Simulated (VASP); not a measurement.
Here is a VASP 6.6.1 calculation.

Contents of INCAR:

```
SYSTEM = Os
PREC = Accurate ; ENCUT = 520
EDIFF = 1E-6 ; ISMEAR = -5
SIGMA = 0.05 ; LREAL = .FALSE.
LASPH = .TRUE. ; NELM = 80
ALGO = Fast ; ISIF = 2
LWAVE = .FALSE. ; LCHARG = .FALSE.
GGA = 91 ; IVDW = 3
LORBIT = 10
```

KPOINTS

```
Automatic mesh
0
G
  12 12 12
  0 0 0
```

The input POSCAR:

```
Os
1.0
   -0.0528680000      1.9726330000      1.9284260000
    1.9402320000     -0.0268800000      1.9024380000
    1.9186050000      1.9250180000     -0.0052530000
Os
1
Direct
    0.0126280000      0.0236170000     -0.0350050000
```

Potentials or basis: VASP PAW PBE potentials, release 64 (Os).

Run with:

```bash
$ cat potpaw_PBE.64/Os/POTCAR > POTCAR
$ mpirun -np 1 vasp_std > vasp.out
```

(1) What does it give for the dispersion energy per atom?

(2) Predict the band gap on the k mesh.

(3) Estimate the pressure.

Results:

(1) -0.017 eV.

(2) none (metal or under the smearing width).

(3) -5.7 GPa.

Caveat: atom-pairwise D2, TS and ULG terms overbind metals; the PAW data sets were made with another functional, which shifts forces and pressure a little; pairwise dispersion overbinds metals, which lowers pressure and volume; tetrahedron occupations give inexact forces and stress in metals.
